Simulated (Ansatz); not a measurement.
An Ansatz input and the part of its output that reports the observables at the nuclei.

The cell is a Materials Project structure (computed, not necessarily an observed phase), atoms as given.

```yaml
crystal:
  lattice:
    - [5.21946336, 0.0, 0.0]
    - [0.0, 5.00476369, 0.0]
    - [0.0, 0.0, 5.03268505]
  atoms:
    - { symbol: Hf, position: [0.033006, 0.26747918, 0.24144035] }
    - { symbol: Hf, position: [0.466994, 0.26747918, 0.74144035] }
    - { symbol: Hf, position: [0.533006, 0.73252082, 0.24144035] }
    - { symbol: Hf, position: [0.966994, 0.73252082, 0.74144035] }
    - { symbol: O, position: [0.36787255, 0.0713546, 0.37926726] }
    - { symbol: O, position: [0.13212745, 0.0713546, 0.87926726] }
    - { symbol: O, position: [0.73394852, 0.46011695, 0.49229239] }
    - { symbol: O, position: [0.76605148, 0.46011695, 0.99229239] }
    - { symbol: O, position: [0.26605148, 0.53988305, 0.99229239] }
    - { symbol: O, position: [0.23394852, 0.53988305, 0.49229239] }
    - { symbol: O, position: [0.86787255, 0.9286454, 0.37926726] }
    - { symbol: O, position: [0.63212745, 0.9286454, 0.87926726] }
kpoints:
  mp_grid: { grid: [4, 4, 4] }
scf:
  occupations: { method: fermi_dirac, width: 0.02 }
hamiltonian:
  xc: pbe
  pseudopotentials: { kind: paw, frozen_core: stored }
output:
  forces: true
  stress: true
  populations: true
  efg: { quadrupole_moments_barn: { Hf: 3.365, O: -0.02558 } }
  write_density: true
  write_potential: true
  elf: true
  volumetric_format: npy
```

```sh
ansatz run input.yaml --threads 1 --pin off --max-ram 3072MiB --backend cpu --events-out ev --progress --plain --runs-dir out
```

Of the output, the block on the nuclei alone is shown; the set-up, the SCF iterations, energies, forces and stress are cut. One atom of each set with nearly equal values is shown.

```
--- PAW observables at the nuclei: V_zz in 10²¹ V/m², potentials from the cell's mean, atoms counted from 1 ---
  atom   1  Hf V_zz =   +10.663339   η = 0.7563   by run symmetry: allowed   C_q = +867.6262 MHz
            electrostatic potential = -14180.648163 V   contact ρ = none
  atom   5  O  V_zz =    -2.858334   η = 0.6057   by run symmetry: allowed   C_q = +1.7679 MHz
            electrostatic potential = -631.627663 V   contact ρ = none
  atom   7  O  V_zz =    +2.279410   η = 0.2629   by run symmetry: allowed   C_q = -1.4099 MHz
            electrostatic potential = -631.206461 V   contact ρ = none
```

The run took 85 s of wall time (85 s of CPU time) and 0.49 GiB at its peak, on 1 thread of Arm Neoverse N1 (aarch64; 36 cores open to the job, memory cap 3.0 GiB, no GPU), a shared host with a load of 0.8 a core.

At this cell the PBE pressure is 10 GPa, so with PBE the cell would grow if it were relaxed. The entry's cell may itself be off. Without spin–orbit coupling the gradients at and beside Hf can be off by some per cent, at some sites by more.
